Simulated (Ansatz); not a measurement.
# HPt6: the cost of one run

Program: Ansatz 0.2.0. Level of theory: DFT PBE, scalar-relativistic, plane waves, PAW. These are calculated values, not measurements.

The COD entry's cell or inner coordinates are ideal or old and differ from later refinements, so a difference from it is no clean test against experiment.

11 further runs of the same task are left out: 1 that didn't finish, 10 set aside as unsound or not needed.

**1. The starting structure**

It takes space group Cm (No. 8, monoclinic). The conventional cell has a = 9.725 Å, b = 5.615 Å, c = 22.620 Å, α = 90.00°, β = 90.00°, γ = 90.00°. Pt (site symmetry 1) has 9 Pt at 2.81 to 2.82 Å as nearest neighbours. Pt (site symmetry m) is surrounded by 9 Pt at 2.81 to 2.82 Å. Pt (site symmetry m) has 12 Pt at 2.81 to 2.82 Å as nearest neighbours. Pt (site symmetry 1) is surrounded by 12 Pt at 2.81 to 2.82 Å. Around Pt (site symmetry m) lie 2 H at 2.08 Å. Only part of the 10 independent sites is listed.

As a file:

```
CELL_PARAMETERS angstrom
5.61458 0.00000 0.00000
-2.80729 4.86237 0.00000
0.00000 0.00000 22.61974
ATOMIC_POSITIONS crystal
Pt 0.33333 0.16667 0.17684
Pt 0.33333 0.66667 0.17684
Pt 0.83333 0.16667 0.17684
Pt 0.83333 0.66667 0.17684
Pt 0.16667 0.33333 0.27896
Pt 0.16667 0.83333 0.27896
Pt 0.66667 0.33333 0.27896
Pt 0.66667 0.83333 0.27896
Pt 0.00000 0.00000 0.38107
Pt 0.00000 0.50000 0.38107
Pt 0.50000 0.00000 0.38107
Pt 0.50000 0.50000 0.38107
H 0.94212 0.00000 0.47170
H 0.05788 0.00000 0.47170
```

This is the geometry of the first run shown, built on a cell relaxed beforehand with the same method.

**2. What is varied**

Atoms count from 1 in the order of the input.

H2 lies flat over one site of a rigid substrate while its bond length and height are varied.

- distance H13-H14: 8 values from 0.650 to 2.650 Å
- height of the H2 axis above the plane of Pt9: 9 values from 0.45 to 3.60 Å

Nothing else is relaxed. Points are written as (first, second).

**3. Grid point (0.650 Å, 2.05 Å)**

The cell repeats along c, and a dipole correction in the vacuum removes the field between the copies.

input.yaml

```yaml
crystal:
  lattice:
    - [5.6145835605, 0.0, 0.0]
    - [-2.8072917802, 4.862371995, 0.0]
    - [0.0, 0.0, 22.6197373959]
  atoms:
    - { symbol: Pt, position: [0.3333333333, 0.1666666667, 0.1768367126] }
    - { symbol: Pt, position: [0.3333333333, 0.6666666667, 0.1768367126] }
    - { symbol: Pt, position: [0.8333333333, 0.1666666667, 0.1768367126] }
    - { symbol: Pt, position: [0.8333333333, 0.6666666667, 0.1768367126] }
    - { symbol: Pt, position: [0.1666666667, 0.3333333333, 0.2789580516] }
    - { symbol: Pt, position: [0.1666666667, 0.8333333333, 0.2789580516] }
    - { symbol: Pt, position: [0.6666666667, 0.3333333333, 0.2789580516] }
    - { symbol: Pt, position: [0.6666666667, 0.8333333333, 0.2789580516] }
    - { symbol: Pt, position: [0.0, 0.0, 0.3810715061] }
    - { symbol: Pt, position: [0.0, 0.5, 0.3810715061] }
    - { symbol: Pt, position: [0.5, 0.0, 0.3810715061] }
    - { symbol: Pt, position: [0.5, 0.5, 0.3810715061] }
    - { symbol: H, position: [-0.0578849698, 0.0, 0.4717003212] }
    - { symbol: H, position: [0.0578849698, 0.0, 0.4717003212] }
basis:
  ecutwfc: 420
kpoints:
  mp_grid: { grid: [6, 6, 1] }
hamiltonian:
  xc: pbe
scf:
  occupations: { method: gaussian, width: 0.1 }
output:
  forces: true
  eigenvalues: true
efield:
  axis: 3
  dipole_correction: true
  ramp_width: 0.04
```

Launch:

```bash
$ ansatz run input.yaml --threads 4 --pin off --max-ram 12288MiB --backend cpu --events-out ev --progress --plain --runs-dir out
```

Q: Estimate wall time and peak memory on 4 threads of Arm Neoverse V2, shared host.

About 27 s, with a peak of 2 GiB.
